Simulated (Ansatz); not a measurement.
# I_S in CdS (P6_3mc): charge-transition levels and formation energies

Wanted: the transition levels of a substitutional impurity in CdS (P6_3mc), from a cell of 72 host atoms with 1 S taken out and 1 I put in.

Program: Ansatz 0.2.0. Level of theory: place-levels on r2SCAN runs: charge-transition levels and formation energies with image-charge correction and potential alignment at the atomic sites; PAW set soft_1. Results are calculated unless marked as measured.

### 1. The starting structure

The cell holds 72 atoms: 36 Cd, 35 S and 1 I. Cell: a = 12.492 Å, b = 12.492 Å, c = 13.535 Å, α = 90.0°, β = 90.0°, γ = 120.0°. It derives from CdS (space group P6_3mc). Nearest the centre at fractional (0.556, 0.444, 0.438): I35 at 0.00 Å, Cd30 at 2.54 Å, Cd62 at 2.54 Å, Cd38 at 2.54 Å, Cd33 at 2.55 Å, S32 at 4.15 Å, S28 at 4.15 Å, S64 at 4.15 Å.

As a file:

```xyz
72
Lattice="12.4917 0.0000 0.0000 -6.2458 10.8181 0.0000 0.0000 0.0000 13.5350" Properties=species:S:1:pos:R:3 pbc="T T T"
Cd    2.0819    1.2020    3.3845
Cd    0.0000    2.4040    0.0007
S     2.0819    1.2020    5.9344
S     0.0000    2.4040    2.5506
Cd    2.0819    1.2020   10.1520
Cd    0.0000    2.4040    6.7682
S     2.0819    1.2020   12.7019
S     0.0000    2.4040    9.3181
Cd    0.0000    4.8080    3.3845
Cd   -2.0819    6.0101    0.0007
S     0.0000    4.8080    5.9344
S    -2.0819    6.0101    2.5506
Cd    0.0000    4.8080   10.1520
Cd   -2.0819    6.0101    6.7682
S     0.0000    4.8080   12.7019
S    -2.0819    6.0101    9.3181
Cd   -2.0819    8.4141    3.3845
Cd   -4.1639    9.6161    0.0007
S    -2.0819    8.4141    5.9344
S    -4.1639    9.6161    2.5506
Cd   -2.0819    8.4141   10.1520
Cd   -4.1639    9.6161    6.7682
S    -2.0819    8.4141   12.7019
S    -4.1639    9.6161    9.3181
Cd    6.2458    1.2020    3.3845
Cd    4.1639    2.4040    0.0007
S     6.2458    1.2020    5.9344
S     4.1639    2.4040    2.5506
Cd    6.2458    1.2020   10.1520
Cd    4.1639    2.4040    6.7682
S     6.2458    1.2020   12.7019
S     4.1639    2.4040    9.3181
Cd    4.1639    4.8080    3.3845
Cd    2.0819    6.0101    0.0007
I     4.1639    4.8080    5.9344
S     2.0819    6.0101    2.5506
Cd    4.1639    4.8080   10.1520
Cd    2.0819    6.0101    6.7682
S     4.1639    4.8080   12.7019
S     2.0819    6.0101    9.3181
Cd    2.0819    8.4141    3.3845
Cd    0.0000    9.6161    0.0007
S     2.0819    8.4141    5.9344
S     0.0000    9.6161    2.5506
Cd    2.0819    8.4141   10.1520
Cd    0.0000    9.6161    6.7682
S     2.0819    8.4141   12.7019
S     0.0000    9.6161    9.3181
Cd   10.4097    1.2020    3.3845
Cd    8.3278    2.4040    0.0007
S    10.4097    1.2020    5.9344
S     8.3278    2.4040    2.5506
Cd   10.4097    1.2020   10.1520
Cd    8.3278    2.4040    6.7682
S    10.4097    1.2020   12.7019
S     8.3278    2.4040    9.3181
Cd    8.3278    4.8080    3.3845
Cd    6.2458    6.0101    0.0007
S     8.3278    4.8080    5.9344
S     6.2458    6.0101    2.5506
Cd    8.3278    4.8080   10.1520
Cd    6.2458    6.0101    6.7682
S     8.3278    4.8080   12.7019
S     6.2458    6.0101    9.3181
Cd    6.2458    8.4141    3.3845
Cd    4.1639    9.6161    0.0007
S     6.2458    8.4141    5.9344
S     4.1639    9.6161    2.5506
Cd    6.2458    8.4141   10.1520
Cd    4.1639    9.6161    6.7682
S     6.2458    8.4141   12.7019
S     4.1639    9.6161    9.3181
```

Known beforehand: the electronic dielectric constant, (6.29, 6.29, 6.38), and the static one, (9.82, 9.82, 10.49), computed on the host (DFPT, PBEsol, on the r2SCAN cell), and a cell off the functional's own equilibrium shifts the ionic part.

The cell's shortest repeat is 12.5 Å.

### 2. Charge states

A transition level is the Fermi level at which two charge states cost the same, so each charge needs its own total energy, at its own relaxed structure.

Random displacements of about 0.05 Å break the site symmetry at the start, so that the relaxation can reach a distorted minimum if there is one. Forces are taken at one point at (¼, ¼, ¼). The cell holds 1 electron more than the neutral one, with a uniform background that keeps it neutral on the whole.

The sampling was tested on the host first: at the k-points planned (1x1x1 shifted 0.25 0.25 0.25) its energy lies -0.011 eV an atom from the dense-mesh value, under the bound of 0.02 eV set for this test; that bounds the host's error, not the defect's.

One state's input; the others differ in charge, spin, start and seed, and in occupations where the table says so.

Input file qm1.relax/input.yaml:

```yaml
crystal:
  lattice:
    - [4.16389271, -3.0e-08, 0.0]
    - [-2.08194633, 3.60603688, 0.0]
    - [0.0, 0.0, 6.76750797]
  atoms:
    - { symbol: Cd, position: [0.66666667, 0.33333333, 0.50010522] }
    - { symbol: Cd, position: [0.33333333, 0.66666667, 0.00010522] }
    - { symbol: S, position: [0.66666667, 0.33333333, 0.87689478] }
    - { symbol: S, position: [0.33333333, 0.66666667, 0.37689478] }
  supercell: [3, 3, 2]
  defects: [{ substitution: { at: 34, symbol: I } }]
total_charge: -1
basis:
  ecutwfc: 500
  xc_grid: 2
hamiltonian:
  xc: r2scan
  pseudopotentials: { kind: paw, azcp: { folder: soft_1 } }
kpoints:
  mp_grid: { grid: [1, 1, 1], shift: [0.25, 0.25, 0.25] }
scf:
  occupations: { method: fixed }
  max_iter: 60
output:
  forces: true
  charged_corrections: { epsilon: [6.29, 6.29, 6.38], static_epsilon: [9.82, 9.82, 10.49] }
relax:
  f_tol: 0.02
  max_steps: 80
  random_displacement: { amplitude: 0.05, seed: 8709 }
checkpoint:
  write: "../qm1.relax.run"
  compress: false
  write_wavefunctions: true
  write_every: 100000
```

Run with:

```console
$ ansatz run input.yaml --threads 32 --pin off --max-ram 56524MiB --backend cuda --events-out ev --progress --plain --runs-dir out --max-vram 78GiB
```

Defect states can disperse in a cell of this size, so the energy is taken again at a 2×2×2 shifted mesh, on the relaxed structure.

The run of this state that the levels use, under r2SCAN:

Input file qm1.point/input.yaml:

```yaml
crystal:
  checkpoint: "../qm1.relax.run"
  host: checkpoint
total_charge: -1
basis:
  ecutwfc: 500
  xc_grid: 2
hamiltonian:
  xc: r2scan
  pseudopotentials: { kind: paw, azcp: { folder: soft_1 } }
kpoints:
  mp_grid: { grid: [2, 2, 2], shift: [0.5, 0.5, 0.5] }
scf:
  occupations: { method: fermi_dirac, width: 0.01 }
  max_iter: 60
output:
  forces: true
  eigenvalues: true
  charged_corrections:
    epsilon: [6.29, 6.29, 6.38]
    static_epsilon: [9.82, 9.82, 10.49]
    defect_position: [0.555556, 0.444444, 0.438447]
  eigenstates: { localisation: true }
  populations: true
  band_densities: [{ bands: [v1, v1] }, { bands: [c1, c1] }]
  write_density: true
  write_potential: true
  volumetric_format: npy
checkpoint:
  read: "../qm1.relax.run"
  write: "../qm1.point.run"
  compress: false
  write_wavefunctions: false
  write_every: 100000
```

Relaxations under r2SCAN at one point at (¼, ¼, ¼); times on 1 × NVIDIA GB200 with 32 threads of Arm Neoverse V2, shared host:

```
charge  moment (μB)  occupations    outcome  steps  largest displacement against the far atoms (Å)  time
    −1            0        fixed  converged      8                                            0.49  12 s
     0            1        fixed  converged      8                                            0.49  19 s
    +1            0        fixed  converged      6                                            0.49  10 s
    −1            2        fixed  converged     13                                            1.21  28 s
```

Single points under r2SCAN at a 2×2×2 shifted mesh; times on 1 × NVIDIA GB200 with 32 threads of Arm Neoverse V2, shared host:

```
charge  moment (μB)  occupations    outcome   time
    −1            0  fermi-dirac  converged  7.4 s
     0            1  fermi-dirac  converged   21 s
    +1            0  fermi-dirac  converged  7.5 s
    −1            2  fermi-dirac  converged   17 s
```

Distances (Å) from I35 to the nearest atoms after relaxation with r2SCAN:

```
charge  moment (μB)       1.       2.       3.       4.      5.      6.
    −1            0  Cd 2.96  Cd 2.97  Cd 2.97  Cd 3.01  S 4.18  S 4.19
    −1            2  Cd 2.92  Cd 2.93  Cd 2.96  Cd 3.49  S 3.99  S 4.02
     0            1  Cd 2.95  Cd 2.95  Cd 2.96  Cd 3.01  S 4.19  S 4.19
    +1            0  Cd 2.94  Cd 2.94  Cd 2.96  Cd 3.00  S 4.19  S 4.19
```

### 3. Placing the levels, r2SCAN

A charged cell interacts with its images and the background, and its potential has another zero than the host's. place-levels removes the first by a point-charge model, screened by the static dielectric constant since the ions have relaxed around the charge, and the second by comparing potentials at atoms far from the defect.

The host is a run of the defect-free crystal in the same cutoffs, grids and k-points, so that basis and sampling errors cancel in part in the differences. The host is run in a cell of 4 atoms on a matching mesh. Its band edges are searched through the zone by a band path, so the gap is smaller than, or equal to, that on the mesh. Chemical potentials are energies per atom of S (S12 rings, Pnnm, not the stable S8 form) and I (solid I2 (Cmce)), run with the same functional and cutoff.

Input file levels.point.yaml:

```yaml
host:
  run: host.point.run
states: [qm1.point.run, q0_M1.point.run, qp1.point.run, qm1_M2.point.run]
geometry_from:
  qm1.point.run: qm1.relax.run
  q0_M1.point.run: q0_M1.relax.run
  qp1.point.run: qp1.relax.run
  qm1_M2.point.run: qm1_M2.relax.run
  host.point.run: host.relax.run
chemical_potentials:
  S:
    energy: -905.804739
    dataset: "<sha256 of the dataset>"
  I:
    energy: -7528.116164
    dataset: "<sha256 of the dataset>"
epsilon: [6.29, 6.29, 6.38]
static_epsilon: [9.82, 9.82, 10.49]
vertical:
  - { from: qm1.point.run, to: qm1.point_neutral.run }
  - { from: qp1.point.run, to: qp1.point_neutral.run }
  - { from: qm1_M2.point.run, to: qm1_M2.point_neutral.run }
```

Run with:

```console
$ ansatz place-levels levels.point.yaml -- --threads 32 --pin off --max-ram 56524MiB
```

Numbers of over 12 decimals in the logs are rounded to 6 here.

The program printed:

```text
[... repeated set-up lines and file paths are left out, and long positions are rounded to six places ...]
(+1/0) 1.642 eV above the valence edge (+2.309 eV without the band-filling correction), in the conduction band
(0/-1) 1.642 eV above the valence edge (+2.509 eV without the band-filling correction), in the conduction band
formation energy of charge +1: -0.479 eV with the Fermi level at the valence edge
formation energy of charge 0: +1.162 eV with the Fermi level at the valence edge
formation energy of charge -1: +2.805 eV with the Fermi level at the valence edge
vertical -1 to 0: no energy, since no alignment is typed
  the change from vertical[0].from (qm1.point.run) to vertical[0].to (qm1.point_neutral.run): by its potential at epsilon [6.29, 6.29, 6.38] it stands at 0.174 0.790 0.537, with an rms radius of about 9.1 Å (5.1 5.0 5.6 Å across the planes of the cell's [...]
vertical +1 to 0: no energy, since no alignment is typed
  the change from vertical[1].from (qp1.point.run) to vertical[1].to (qp1.point_neutral.run): by its potential at epsilon [6.29, 6.29, 6.38] it stands at 0.206 0.796 0.521, with an rms radius of about 9.2 Å (5.1 5.2 5.6 Å across the planes of the cell's [...]
vertical -1 to 0: no energy, since no alignment is typed
  the change from vertical[2].from (qm1_M2.point.run) to vertical[2].to (qm1_M2.point_neutral.run): by its potential at epsilon [6.29, 6.29, 6.38] it stands at 0.361 0.041 0.525, with an rms radius of about 6.3 Å (3.5 3.4 4.0 Å across the planes of the cell's [...]
  edges by r2scan, gap 1.628 eV; the host is sampled to repeats of 24.98 Å
  the defect's cells are sampled to repeats of 24.98 Å, like sampling
  charge +1: -336953.4284 eV with its correction of +0.284 eV, at epsilon [9.82, 9.82, 10.49], aligned at sites: +0.1166 eV, mean over 33 atomic sites at or beyond 6.25 Å from the defect at [0.5556, 0.4444, 0.4384], with +0.000281 for the charge's moments and [...]
  charge 0: +0.000 eV for its dipole among its images, +0.001 omitted
  charge -1: -336935.9903 eV with its correction of -0.084 eV, at epsilon [9.82, 9.82, 10.49], aligned at sites: +0.2513 eV, mean over 33 atomic sites at or beyond 6.25 Å from the defect at [0.5556, 0.4444, 0.4384], with +0.000645 for the charge's moments and [...]
  charge -1: states[3] (qm1_M2.point.run) stands 0.683 eV higher, with a moment of 2.00 μB against 0.00
[...]
of vertical[0].from (qm1.point.run): its displacements don't fall off away from the defect: farther atoms stand 0.023 Å off the host's places. [...]
  of vertical[0].to (qm1.point_neutral.run): its displacements don't fall off away from the defect: farther atoms stand 0.023 Å off the host's places. [...]
  of vertical[1].from (qp1.point.run): its displacements don't fall off away from the defect: farther atoms stand 0.024 Å off the host's places. [...]
  of vertical[1].to (qp1.point_neutral.run): its displacements don't fall off away from the defect: farther atoms stand 0.024 Å off the host's places. [...]
  of vertical[2].from (qm1_M2.point.run): its displacements don't fall off away from the defect: farther atoms stand 0.027 Å off the host's places. [...]
  of vertical[2].to (qm1_M2.point_neutral.run): its displacements don't fall off away from the defect: farther atoms stand 0.027 Å off the host's places. [...]
```

It took 0.42 s on 32 threads of Arm Neoverse V2, shared host.

Levels between the charges placed, in eV above the valence top:

```
        gap (eV)  (+1/0)  (0/−1)
r2SCAN      1.63    1.64    1.64
```

Corrections by state:

```
charge  moment (μB)  image terms and alignment (eV)  band filling (eV)                                ε used  over the lowest of its charge, as the program ranks them, band filling apart (eV)
    +1          0.0                           0.284                  -  principal values (9.82, 9.82, 10.49)                                                                              0.000
     0          1.0                           0.000             -0.667                                     -                                                                              0.000
    −1          0.0                          -0.084             -1.534  principal values (9.82, 9.82, 10.49)                                                                              0.000
    −1          2.0                          -0.048                  -  principal values (9.82, 9.82, 10.49)                                                                              0.683
```

The charged structures listed were also run neutral, and place-levels reads from each pair, by the potential or the spins, how wide the charge is by which they differ; that can be the carrier of either run.

```
charge  rms radius (Å)  spread where it is widest against the cell (Å)  wide from (Å)  reading
    +1             9.2                                            5.15           1.87     wide
    −1             9.1                                            5.09           1.87     wide
```

The neutral runs of these pairs need not share the spin of the lowest neutral state, and very wide values only mean spread over the cell.

From the program's caveats on the states, each cut to its opening words:

- charge +1: it parts from the run at its places by a charge that spreads by about 5.2 Å along one vector (1.9 Å or more is wide), by its potential at epsilon [6.29, 6.29, [...]
- charge +1, 0 (1 μB): its displacements don't fall off away from the defect: farther atoms stand 0.024 Å off the host's places
- charge 0 (1 μB): a band-filling correction moves a carrier to the host's band edge, which changes its energy by -0.667 eV
- charge 0 (1 μB): its moments are held at its close (magnetization.spin_locking), by a field of 0.212 eV a Bohr magneton, and its energy and levels are of the state that this [...]
- charge 0 (1 μB), −1 (2 μB): flagged: stability check not made
- charge −1: it parts from the run at its places by a charge that spreads by about 5.1 Å along one vector (1.9 Å or more is wide), by its potential at epsilon [6.29, 6.29, [...]
- charge −1: a band-filling correction moves a carrier to the host's band edge, which changes its energy by -1.534 eV
- charge −1: its alignment with the host at atomic sites is doubtful: the mean over the far sites moves by -0.0693 eV from their farther parts to their nearer, more than [...]
- charge −1: its displacements don't fall off away from the defect: farther atoms stand 0.023 Å off the host's places
- charge −1 (2 μB): it parts from the run at its places by a charge that spreads by about 3.5 Å along one vector (1.9 Å or more is wide), by its potential at epsilon [6.29, 6.29, [...]
- charge −1 (2 μB): its displacements don't fall off away from the defect: farther atoms stand 0.027 Å off the host's places
- charge −1 (2 μB): its moments are held at its close (magnetization.spin_locking), by a field of 0.313 eV a Bohr magneton, and its energy and levels are of the state that this [...]

Formation energies (eV), elemental references (Δμ(S) = 0.00 eV, Δμ(I) = 0.00 eV):

```
charge  Fermi level at the valence top  at the conduction bottom
    +1                           -0.48                      1.15
     0                            1.16                      1.16
    −1                            2.80                      1.18
```

### 4. The same at the relaxations' own k-points

The relaxations' own energies give the levels at their sampling, for comparison.

Input file levels.relax_mesh.yaml:

```yaml
host:
  run: host.relax.run
states: [qm1.relax.run, q0_M1.relax.run, qp1.relax.run, qm1_M2.relax.run]
chemical_potentials:
  S:
    energy: -905.804739
    dataset: "<sha256 of the dataset>"
  I:
    energy: -7528.116164
    dataset: "<sha256 of the dataset>"
```

Run with:

```console
$ ansatz place-levels levels.relax_mesh.yaml -- --threads 32 --pin off --max-ram 56524MiB
```

The program printed:

```text
[...]
formation energy of charge +1: -0.504 eV with the Fermi level at the valence edge
formation energy of charge 0: +1.145 eV with the Fermi level at the valence edge
formation energy of charge -1: +2.791 eV with the Fermi level at the valence edge
  edges by r2scan, gap 1.632 eV; the host is sampled to repeats of 18.42 Å
[... the lines on each state left out ...]
```

Run time: 0.12 s. Hardware: 32 threads.

Levels between neighbouring charges, in eV above the valence top:

```
                        gap (eV)  (+1/0)  (0/−1)
one point at (¼, ¼, ¼)      1.63    1.65    1.65
  a 2×2×2 shifted mesh      1.63    1.64    1.64
```

Going from one point at (¼, ¼, ¼) to a 2×2×2 shifted mesh moves formation energies against the elements by up to 0.02 eV; band-filling terms, which differ between samplings, are in these energies.

### 5. What came out

* gap of the host: 1.63 eV (r2SCAN)
* level (plus 1/0): 1.64 eV above the valence top, past the conduction bottom (2.31 eV above the valence top without the band-filling term)
* level (0/minus 1): 1.64 eV above the valence top, past the conduction bottom (2.51 eV above the valence top without the band-filling term)
* lowest of the charges placed, just above the valence top (0.02 eV): +1
* lowest of the charges placed, just below the conduction bottom (0.02 eV): +1
* lowest formation energy at mid-gap of the charges run, elemental references: 0.33 eV

In words: Of the charges placed (−1, 0 and +1), +1 is the lowest from 0.02 eV above the valence top to 0.02 eV below the conduction bottom, a gap of 1.63 eV. Charges above +1 were not placed, so these runs say nothing of levels that involve them. States placed: +1 at 0 μB; 0 at 1 μB; −1 at 0 μB and 2 μB. Other spin states or structures, where not listed, weren't placed. The program finds carriers beyond a band edge of the host and adds a band-filling term at charge −1 (-1.53 eV) and 0 (-0.67 eV); steps to such a charge show no bound level, and a defect level inside a band would be read the same way. I is taken at its element; compounds, which aren't counted here, bound the chemical potentials and would shift these formation energies. Going from one point at (¼, ¼, ¼) to a 2×2×2 shifted mesh moves formation energies against the elements by up to 0.02 eV; band-filling terms, which differ between samplings, are in these energies. The program doubts the alignment of potentials for at least one state, a sign that the cell is small. What this leaves open: r2SCAN makes the gap too small and tends to spread out bound carriers; spin–orbit coupling, which can matter with heavy atoms, is left out.

[Logs are printed without paths, hosts, clocks, repeated set-up lines and the standing remarks that a program may print on its own settings, such as how far it seeks lower states.]

[Hosts, paths, dates, database ids (printed as entryN), source tags and the programs' standing remarks are cut or masked in the printed files.]

[Where a table of states has a column of steps, it counts the stored structures, which are thinned; the runs took as many ionic steps or more.]

[A defect's name tells the site on which it was built; relaxed atoms can leave that site.]

[For some hosts the program warned that the k-mesh of the response run may be too coarse for force constants and the static dielectric constant; such warnings are not shown here.]
